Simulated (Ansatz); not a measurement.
Write the native input for Ansatz 0.2.0 that does the following.

| Property | Result |
| --- | --- |
| Task | single point |
| Functional | B3LYP |
| Potentials or basis | Ansatz PAW |
| Cutoff | 420 eV (not typed: the program's choice for these potentials) |
| k mesh | 4 × 4 × 4 |
| Occupations | fermi-dirac, width 0.05 eV |
| Spin | no spin polarisation |

TePt:

```
Pt Te
1.0
     3.95488    0.00000    0.00000
    -1.97744    3.42502    0.00000
     0.00000    0.00000    3.85976
Pt Te
1 1
Direct
  0.00000 0.00000 0.00000
  0.66667 0.33333 0.50000
```

Measurements of this composition are mostly on another form, of space group No. 166.

These files were run (other wordings do the same):

input

```
crystal:
  lattice:
    - [3.95487585, 0.0, 0.0]
    - [-1.97743793, 3.42502296, 0.0]
    - [0.0, 0.0, 3.85976289]
  atoms:
    - { symbol: Pt, position: [0.0, 0.0, 0.0] }
    - { symbol: Te, position: [0.6666666667, 0.3333333333, 0.5] }
hamiltonian:
  xc: b3lyp
  pseudopotentials: { kind: paw }
kpoints:
  mp_grid: { grid: [4, 4, 4] }
scf:
  occupations: { method: fermi_dirac, width: 0.05 }
output:
  forces: true
  stress: true
  eigenvalues: true
```

Results of the run:

```json
{"Pressure": "-9.4 GPa", "Band gap on the k mesh": "none (metal or under the smearing width)"}
```

Caveat: the k mesh is coarse (spacing up to 0.46 Å⁻¹), so the values aren't converged, least of all with exact exchange; the PAW data sets come from PBE, with cores solved anew for the run's functional, which leaves a small shift of forces and pressure; the thresholds are loose for stress.

It took 9 s on 1 × NVIDIA H100 80GB HBM3 with 2 threads of AMD EPYC 7R13 Processor (Zen 3) (shared host), peak memory 1.8 GiB.
